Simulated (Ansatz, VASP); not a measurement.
# Cross-check of WF6 between VASP and Ansatz

Aim: how closely do two programs agree when they are given the same cell, functional and k mesh? The cell is taken from a series of runs on this material, whose earlier steps may have relaxed, scaled, displaced or heated it; both programs get it as it stands.

Calculated with Ansatz 0.2.0; plane waves, with VASP 6.6.1 beside it; single point at HSE06 with D3(BJ).

## (1) Starting point

The cell holds 7 atoms: 1 W and 6 F. Cell: a = 14.000 Å, b = 14.300 Å, c = 14.600 Å, α = 90.0°, β = 90.0°, γ = 90.0°. As first built, before any earlier steps moved the atoms (in the runner's words): one molecule of WF6 in a box of 14 x 14.3 x 14.6 A, bonds from typed starting values, eased by MACE. Vacuum lies along a, b and c.

Coordinates:

```cif
data_structure
_symmetry_space_group_name_H-M 'P 1'
_symmetry_Int_Tables_number 1
_cell_length_a 14.0000
_cell_length_b 14.3000
_cell_length_c 14.6000
_cell_angle_alpha 90.000
_cell_angle_beta 90.000
_cell_angle_gamma 90.000
_cell_volume 2922.92
loop_
_atom_site_label
_atom_site_type_symbol
_atom_site_fract_x
_atom_site_fract_y
_atom_site_fract_z
_atom_site_occupancy
W1 W 0.50016 0.50018 0.49893 1
F2 F 0.49831 0.50070 0.37192 1
F3 F 0.50256 0.49936 0.62594 1
F4 F 0.63261 0.50145 0.49707 1
F5 F 0.36770 0.49932 0.50118 1
F6 F 0.49876 0.62987 0.49937 1
F7 F 0.50084 0.37049 0.49816 1
```

## (2) Ansatz: single point, HSE06 with D3(BJ)

Ansatz runs on its default PAW (the set named soft_2) files.

With cell and atoms fixed, the geometry can't cause a difference; cores, projectors, grids and the points listed under the comparison can.

File input.yaml:

```yaml
crystal:
  lattice:
    - [14.0, 0.0, 0.0]
    - [0.0, 14.3, 0.0]
    - [0.0, 0.0, 14.6]
  atoms:
    - { symbol: W, position: [0.50016, 0.50018, 0.49893] }
    - { symbol: F, position: [0.49831, 0.5007, 0.37192] }
    - { symbol: F, position: [0.50256, 0.49936, 0.62594] }
    - { symbol: F, position: [0.63261, 0.50145, 0.49707] }
    - { symbol: F, position: [0.3677, 0.49932, 0.50118] }
    - { symbol: F, position: [0.49876, 0.62987, 0.49937] }
    - { symbol: F, position: [0.50084, 0.37049, 0.49816] }
kpoints:
  mp_grid: { grid: [1, 1, 1] }
hamiltonian:
  xc: hse06
  dispersion: d3bj
scf:
  occupations: { method: fermi_dirac, width: 0.01 }
output:
  forces: true
```

Started as:

```bash
$ ansatz run input.yaml --threads 4 --pin off --max-ram 8192MiB --backend cpu --events-out ev --progress --plain --runs-dir out
```

Numbers of over 12 decimals in the logs are rounded to 6 here.

The program printed:

```text
Engine: ansatz 0.2.0, aarch64-unknown-linux-gnu
Pseudopotentials: kind: paw
Pseudopotential: W, paw, valence charge 14, recommended cutoff 420 eV (normal), W.paw.azcp
Pseudopotential: F, paw, valence charge 7, recommended cutoff 420 eV (normal), F.paw.azcp
Functional definition: HSE06
  parameter a = 0.25
  parameter omega = 0.11/bohr
  exchange = pbe_x - a*pbe_x_sr(omega) + a*exact_x_sr(omega)
  correlation = pbe_c
Crystal: 7 atoms, lattice volume = 2922.920 Å³
Basis set: ecut = 420 eV, 57165 PW (Γ), exchange–correlation on 192×192×200 points (8 copies of the dense FFT grid, shifted against one another)
Bands: 35, of which v1, the nominal top of the filled ones, is band 28 counted from 1 (27 counted from 0)
Symmetry: 1 space group operations
Space group: P1 (ITA 1), of the structure as read, at distance tolerance 1.4e-4 Å
k-points: 1
Non-local potential: W, projectors of the file, l = 0: 3, l = 1: 2, l = 2: 2, l = 3: 1
Non-local potential: F, projectors of the file, l = 0: 2, l = 1: 2, l = 2: 1
PAW form: soft (Blöchl's): semilocal exchange-correlation on the pseudo side does not see the compensation charge
PAW frozen core: W, regenerated for the run's functional, and the local potential with it (the file was generated under x = pbe(κ = 0.804, μ = 0.219515), c = pbe(β = 0.066725))
PAW frozen core: F, regenerated for the run's functional, and the local potential with it (the file was generated under x = pbe(κ = 0.804, μ = 0.219515), c = pbe(β = 0.066725))
PAW one-centre angular grid: W, 590 points (default); XC on 64 Gauss nodes
PAW one-centre angular grid: F, 110 points (default); XC on 64 Gauss nodes
Initial density: superposition of atomic densities (neutral atoms: chi_scale 0, normalization atom), corrected by the library's trained network
Initial wavefunctions: pseudopotential atomic-orbital guess
Functional: x = pbe(κ = 0.804, μ = 0.219515), c = pbe(β = 0.066725), warm-up for x = pbe(κ = 0.804, μ = 0.219515) + 0.25 (exact − pbe) at short range (hse, ω = 0.207870 Å⁻¹), c = pbe(β = 0.066725); HSE06 as pw.x's `hse` composes it (authors' and Libxc's form: `xc: wpbeh`)
SCF iter   1: F=—  HF=-15237.510060 eV  |F-HF|=—  |Δ(HF+E_count)|=         —  Δρ=1.11e-3  dr2=8.42e-2  ethr=1.77e-3  ⟨swp⟩=17.0  Hψ=187  notcnv=0
preconditioner: auto → none  [insulator: Δε(μ)=5.508 eV  Ē_g=9.698 eV  σ=0.010 eV  W_gap=1.00  n_scr=138 (ndim 8)  ℏωp=4.1 eV  f_vac=0.945  D(μ)=0.00/eV (n_scr^D=0)]
SCF iter   2: F=—  HF=-15237.515370 eV  |F-HF|=—  |Δ(HF+E_count)|=   5.31e-3  Δρ=1.55e-3  dr2=9.37e-2  ethr=1.50e-4  ⟨swp⟩=8.0  Hψ=109  notcnv=0
iter 3 solved again at ethr=1.83e-6 eV; its pass at ethr=1.50e-4 eV (dr2=1.03e-3 eV) is discarded
SCF iter   3: F=-15237.499155 eV  HF=-15237.497477 eV  |F-HF|=1.68e-3  |Δ(HF+E_count)|=   1.79e-2  Δρ=2.51e-4  dr2=1.52e-3  ethr=1.83e-6  ⟨swp⟩=6.0  Hψ=197  notcnv=0  defer=1
eigensolver tolerance schedule calibrated: the retry pair's looser diagonalisation under-reported the residual by θ = 0.32 (0.17/decade); ethr = c·dr2/N_el runs at the constant in force after the calibration composes with the one it found (an armed cap, an earlier calibration), c = 3.5e-2
SCF 1 stopped early in 3 iterations: F = -15237.499155 eV  dr2 = 1.52e-3
  greatest PAW one-centre occupation: 0.999 electrons in one spin orbital (limit 2), on the W atom at site 0 (counted from 0), in its partial waves of l = 0
Initial density: handed on by an earlier stage of this run
Initial wavefunctions: those handed on with the density
Functional: x = pbe(κ = 0.804, μ = 0.219515) + 0.25 (exact − pbe) at short range (hse, ω = 0.207870 Å⁻¹), c = pbe(β = 0.066725); HSE06 as pw.x's `hse` composes it (authors' and Libxc's form: `xc: wpbeh`)
Exchange kernel: α = 0.2500, screened, ω = 0.2079 Å⁻¹, Wigner–Seitz truncation, v(0) = 1020.6260 eV·Å³, q-mesh 1×1×1, nearest image of the exchange supercell L = 14.00 Å, pair-density grid 72×72×72, without the augmentation charges, whose exchange is taken in its separable form (sized by the pseudopotential files, 96×96×100 at the most)
Frozen-core exchange: fock
SCF iter   1: F=—  HF=-15236.645445 eV  |F-HF|=—  |Δ(HF+E_count)|=         —  Δρ=3.67e-3  dr2=6.93e-1  ethr=2.72e-5  ⟨swp⟩=20.0  Hψ=179  notcnv=0
preconditioner: auto → none  [insulator: Δε(μ)=7.735 eV  Ē_g=11.922 eV  σ=0.010 eV  W_gap=1.00  n_scr=138 (ndim 8)  ℏωp=4.1 eV  f_vac=0.943  D(μ)=0.00/eV (n_scr^D=0)]
SCF iter   2: F=—  HF=-15236.582463 eV  |F-HF|=—  |Δ(HF+E_count)|=   6.30e-2  Δρ=3.83e-3  dr2=4.98e-1  ethr=2.72e-5  ⟨swp⟩=11.0  Hψ=159  notcnv=0
SCF iter   3: F=—  HF=-15236.475402 eV  |F-HF|=—  |Δ(HF+E_count)|=   1.07e-1  Δρ=6.79e-4  dr2=8.94e-3  ethr=2.72e-5  ⟨swp⟩=10.0  Hψ=140  notcnv=0
SCF iter   4: F=—  HF=-15236.497626 eV  |F-HF|=—  |Δ(HF+E_count)|=   2.22e-2  Δρ=2.83e-4  dr2=2.25e-3  ethr=3.35e-6  ⟨swp⟩=5.0  Hψ=123  notcnv=0  defer=4
SCF iter   5: F=—  HF=-15236.497149 eV  |F-HF|=—  |Δ(HF+E_count)|=   4.77e-4  Δρ=5.91e-5  dr2=5.74e-5  ethr=1.25e-6  ⟨swp⟩=4.0  Hψ=93  notcnv=0  defer=4
SCF iter   6: F=—  HF=-15236.497364 eV  |F-HF|=—  |Δ(HF+E_count)|=   2.15e-4  Δρ=3.53e-5  dr2=1.05e-5  ethr=2.09e-8  ⟨swp⟩=5.0  Hψ=119  notcnv=0  defer=2
SCF iter   7: F=-15236.497325 eV  HF=-15236.497362 eV  |F-HF|=3.78e-5  |Δ(HF+E_count)|=   1.78e-6  Δρ=1.26e-5  dr2=4.16e-6  ethr=5.96e-9  ⟨swp⟩=4.0  Hψ=106  notcnv=0
SCF 2 stopped early in 7 iterations: F = -15236.497325 eV  dr2 = 4.16e-6
  Residual-converged pass: ⟨swp⟩=3.0  Hψ=71  notcnv=0  max |occ|·‖R‖ = 5.8e-6 eV (tolerance 6.7e-6 eV)  dr2=4.17e-6  dr2_onsite=1.99e-7  max |Δocc| = 0.0e0
hybrid outer 1: dexx = +2.602e-2 eV, tail = 3.82e-5 eV
Exchange kernel: α = 0.2500, screened, ω = 0.2079 Å⁻¹, Wigner–Seitz truncation, v(0) = 1020.6260 eV·Å³, q-mesh 1×1×1, nearest image of the exchange supercell L = 14.00 Å, pair-density grid 72×72×72, without the augmentation charges, whose exchange is taken in its separable form (sized by the pseudopotential files, 96×96×100 at the most)
Frozen-core exchange: fock
SCF iter   1: F=—  HF=-15236.497412 eV  |F-HF|=—  |Δ(HF+E_count)|=         —  Δρ=1.21e-5  dr2=4.37e-6  ethr=3.41e-7  ⟨swp⟩=6.0  Hψ=86  notcnv=0
preconditioner: auto → none  [insulator: Δε(μ)=7.131 eV  Ē_g=11.594 eV  σ=0.010 eV  W_gap=1.00  n_scr=138 (ndim 8)  ℏωp=4.1 eV  f_vac=0.944  D(μ)=0.00/eV (n_scr^D=0)]
SCF iter   2: F=—  HF=-15236.497412 eV  |F-HF|=—  |Δ(HF+E_count)|=   2.92e-7  Δρ=5.79e-6  dr2=4.51e-7  ethr=2.21e-9  ⟨swp⟩=4.0  Hψ=93  notcnv=0
SCF iter   3: F=—  HF=-15236.497412 eV  |F-HF|=—  |Δ(HF+E_count)|=   6.02e-7  Δρ=3.05e-6  dr2=1.71e-7  ethr=2.19e-10  ⟨swp⟩=5.0  Hψ=121  notcnv=0  defer=4
SCF iter   4: F=—  HF=-15236.497412 eV  |F-HF|=—  |Δ(HF+E_count)|=   1.93e-8  Δρ=1.56e-6  dr2=6.88e-8  ethr=9.33e-11  ⟨swp⟩=6.0  Hψ=118  notcnv=0
SCF iter   5: F=—  HF=-15236.497412 eV  |F-HF|=—  |Δ(HF+E_count)|=   2.64e-9  Δρ=5.13e-7  dr2=7.14e-9  ethr=2.99e-11  ⟨swp⟩=4.0  Hψ=98  notcnv=0
SCF iter   6: F=—  HF=-15236.497412 eV  |F-HF|=—  |Δ(HF+E_count)|=   1.26e-8  Δρ=5.28e-7  dr2=5.58e-9  ethr=3.34e-12  ⟨swp⟩=5.0  Hψ=112  notcnv=0
SCF iter   7: F=-15236.497412 eV  HF=-15236.497412 eV  |F-HF|=3.31e-10  |Δ(HF+E_count)|=   1.36e-9  Δρ=1.40e-7  dr2=4.55e-10  ethr=3.34e-12  ⟨swp⟩=4.0  Hψ=86  notcnv=0
SCF 3 converged in 7 iterations: F = -15236.497412 eV  dr2 = 4.55e-10
  Residual-converged pass: ⟨swp⟩=3.0  Hψ=63  notcnv=0  max |occ|·‖R‖ = 6.5e-7 eV (tolerance 8.3e-7 eV)  dr2=4.42e-10  dr2_onsite=3.07e-11  max |Δocc| = 0.0e0
hybrid outer 2: dexx = +5.736e-7 eV, tail = 8.04e-9 eV, Δε = 2.62e-3 eV (about 4.17e-5 eV left of the loop's levels), ΔF = 1.96e-2 eV/Å (tail 1.42e-3)
Exchange kernel: α = 0.2500, screened, ω = 0.2079 Å⁻¹, Wigner–Seitz truncation, v(0) = 1020.6260 eV·Å³, q-mesh 1×1×1, nearest image of the exchange supercell L = 14.00 Å, pair-density grid 72×72×72, without the augmentation charges, whose exchange is taken in its separable form (sized by the pseudopotential files, 96×96×100 at the most)
Frozen-core exchange: fock
SCF iter   1: F=—  HF=-15236.497412 eV  |F-HF|=—  |Δ(HF+E_count)|=         —  Δρ=4.13e-7  dr2=1.75e-9  ethr=7.18e-11  ⟨swp⟩=13.0  Hψ=107  notcnv=0
preconditioner: auto → none  [insulator: Δε(μ)=7.129 eV  Ē_g=11.592 eV  σ=0.010 eV  W_gap=1.00  n_scr=138 (ndim 8)  ℏωp=4.1 eV  f_vac=0.944  D(μ)=0.00/eV (n_scr^D=0)]
SCF iter   2: F=-15236.497412 eV  HF=-15236.497412 eV  |F-HF|=4.55e-11  |Δ(HF+E_count)|=  5.42e-10  Δρ=8.25e-8  dr2=1.83e-10  ethr=1.93e-12 (applied; sched 1.07e-12)  ⟨swp⟩=4.0  Hψ=98  notcnv=0
SCF 4 converged in 2 iterations: F = -15236.497412 eV  dr2 = 1.83e-10
  Residual-converged pass: ⟨swp⟩=2.0  Hψ=56  notcnv=0  max |occ|·‖R‖ = 4.7e-7 eV (tolerance 5.1e-7 eV)  dr2=1.83e-10  dr2_onsite=7.78e-12  max |Δocc| = 0.0e0
hybrid outer 3: dexx = +1.263e-10 eV, tail = 3.84e-10 eV, Δε = 3.33e-5 eV (about 1.61e-5 eV left of the loop's levels), ΔF = 2.07e-4 eV/Å (tail 1.44e-4)
hybrid SCF converged: 3 outer / 16 inner (+3 warm-up), last move |dexx| = 1.26e-10 eV, tail = 3.84e-10 eV
Stability not checked: this state was not tested for a lower state beside it, because the functional holds exact exchange (a hybrid, or Hartree-Fock), whose exchange loop this test does not read (fock_operator; see scf.lower_state_search)
Free energy (F): -15236.497412 eV
Frozen-core exchange: fock
Harris-Foulkes:  -15236.497412 eV  (|F-HF|=4.55e-11)
Internal energy: -15236.497412 eV  (E = F + TS)
E sigma→0 (E₀):  -15236.497412 eV
Fermi energy:    -8.449306 eV
--- Per-component energies (eV) ---
  E_band       = -1374.862399
  E_kinetic    = 1681.276467
  E_local      = -19633.919429  (includes V_loc(G=0)·N_el)
  E_nonlocal   = 425.942188
  E_hartree    = 8822.610453
  E_xc         = -589.859938
  E_vxc        = -669.086596  (∫ρ·V_xc dr)
  E_exx        = -197.745356  (= α·E_x^exact, valence–valence)
  E_paw        = -9712.748488  (= ΣΔE_a)
  E_vpaw       = -428.817208  (= ΣTr[D̂ρ^β])
  E_aug_tail   = 0.012357  (compensation charges beyond the density's cutoff)
  E_ewald      = 3971.131330
  E_disp       = -0.092970  (pairwise vdW)
  E_core_change = -3.104026  (= ΣΔE_core)
  E_smearing   = -0.000000  (= −TS)
  E_closure    = 0.000001  (closes the sum)
  Σ components = -15236.497412   (vs F -15236.497412, Δ=1.82e-12)
--- Forces (eV/Å), atoms counted from 1 ---
  atom   1  W     -0.01089084     0.00549532     0.00567652
  atom   2  F      0.00924179    -0.00526604     0.94627569
  atom   3  F     -0.01930919     0.01060065    -0.94934891
  atom   4  F     -0.94810284    -0.01463196     0.01153168
  atom   5  F      0.95117381     0.00406917    -0.02105323
  atom   6  F      0.01489098    -0.94916633     0.00202346
  atom   7  F      0.00299113     0.94885547     0.00495225
  max |Σ_I F_I| component: 5.74e-5 eV/Å
--- Band table (eV) ---
  k-point 0: bands = [... 24 lower, -12.6035, -12.0144, -12.0142, -12.0140, -4.8850, -4.8845, -4.8838]
  guard bands above this table: 4 of the run's 35 bands. The solve was not asked for them (output.publish_guard_bands: true or output.eigenvalues: true publishes all)
```

(Part 1 of 2 ends here.)

[Lines on the potential files, build, host, timing and source positions are cut from VASP's logs without a mark.]

[Logs are printed without paths, hosts, clocks, repeated set-up lines and the standing remarks that a program may print on its own settings, such as how far it seeks lower states.]

[Hosts, paths, dates, database ids (printed as entryN), source tags and the programs' standing remarks are cut or masked in the printed files.]
